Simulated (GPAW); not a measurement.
TiO:

```
CELL_PARAMETERS angstrom
4.08667 0.00000 0.00000
0.00000 4.08667 0.00000
0.00000 0.00000 4.08667
ATOMIC_POSITIONS crystal
Ti 0.50000 0.00000 0.50000
Ti 0.00000 0.50000 0.50000
Ti 0.50000 0.50000 0.00000
O 0.00000 0.00000 0.50000
O 0.50000 0.00000 0.00000
O 0.00000 0.50000 0.00000
```

The cell comes from a database or a generator and needn't be the stable form of this composition.

Base run:

```yaml
Program: GPAW 26.7.0
Functional: PBEsol
Potentials_or_basis: PAW data sets generated in the run's folder for this functional
Cutoff: 800 eV
Basis: pw
k_mesh: 7 × 7 × 7
Occupations: fermi-dirac, width 0.05 eV
Spin: no spin polarisation
```

Its results: pressure -7.1 GPa.

Question: After a change of settings the same cell gave: pressure 2.3 GPa. Which change was it?
A. hubbard terms from none to Ti d U = 3 eV
B. hubbard terms from none to Ti d U = 6 eV
C. k mesh from 7 × 7 × 7 to 5 × 5 × 5

Answer: B.

Caveats: U without spin polarisation on a metal has little footing (some runs).

Not every run made on this cell is shown here.
